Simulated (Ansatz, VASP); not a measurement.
This is a calculation of Os (Osmium) for VASP 6.6.1. 

INCAR

```
SYSTEM = Os
  PREC = Accurate
  ENCUT = 600
  EDIFF = 1E-6
  ISMEAR = -1
  SIGMA = 0.05
  LREAL = .FALSE.
  LASPH = .TRUE.
  NELM = 80
  ALGO = Fast
  ISIF = 3
  LWAVE = .FALSE.
  LCHARG = .FALSE.
  GGA = PE
  IBRION = 2
  NSW = 60
  EDIFFG = -0.01
```

Contents of KPOINTS:

```
Automatic mesh
0
G
  11 11 6
  0 0 0
```

The input POSCAR:

```
Os
1.0
    2.7341000000      0.0000000000      0.0000000000
   -1.3670500000      2.3678000565      0.0000000000
    0.0000000000      0.0000000000      4.3197000000
Os
2
Direct
    0.6666666667      0.3333333333      0.7500000000
    0.3333333333      0.6666666667      0.2500000000
```

Potentials or basis: VASP PAW PBE potentials, release 54 (Os).

The run is started by

```sh
$ cat potpaw_PBE.54/Os/POTCAR > POTCAR
$ mpirun -np 1 vasp_std > vasp.out
```

**Question.** Set up the same calculation for Ansatz 0.2.0. Potentials or basis there: all-electron LAPW, scalar-relativistic.

**Answer.** As run (cutoffs and basis follow the program's own potentials, and thresholds, step limits or extra output files can differ):

Contents of input.yaml:

```yaml
crystal:
  lattice:
    - [2.7341, 0.0, 0.0]
    - [-1.36705, 2.3678000565, 0.0]
    - [0.0, 0.0, 4.3197]
  atoms:
    - { symbol: Os, position: [0.6666666667, 0.3333333333, 0.75] }
    - { symbol: Os, position: [0.3333333333, 0.6666666667, 0.25] }
kpoints:
  mp_grid: { grid: [11, 11, 6] }
scf:
  occupations: { method: fermi_dirac, width: 0.05 }
hamiltonian:
  xc: pbe
  pseudopotentials: { kind: all_electron, lapw: { basis_error: 0.001 } }
output:
  forces: true
  stress: true
relax:
  f_tol: 0.005
  max_steps: 60
  cell: {}
```

Potentials or basis: all-electron LAPW, scalar-relativistic.

Run with:

```sh
$ ansatz run input.yaml --threads 1 --pin off --max-ram 3072MiB --backend cpu --events-out ev --progress --plain --runs-dir out
```

Both were run:

|  | VASP | Ansatz |
| --- | --- | --- |
| Relaxed volume | 14.28 Å³/atom | 14.28 Å³/atom |
| Relaxed cell | a = 2.754 Å, b = 2.754 Å, c = 4.348 Å, α = 90.00°, β = 90.00°, γ = 120.00° | a = 2.754 Å, b = 2.754 Å, c = 4.349 Å, α = 90.00°, β = 90.00°, γ = 120.00° |
| Space group after relaxing | P6_3/mmc (No. 194) | P6_3/mmc (No. 194) |
| Pressure after relaxing | 0.0 GPa | 0.0 GPa |

Where Ansatz's input types no cutoff or centring, it takes its own default and a Γ-centred mesh.

Pressure is positive in compression.
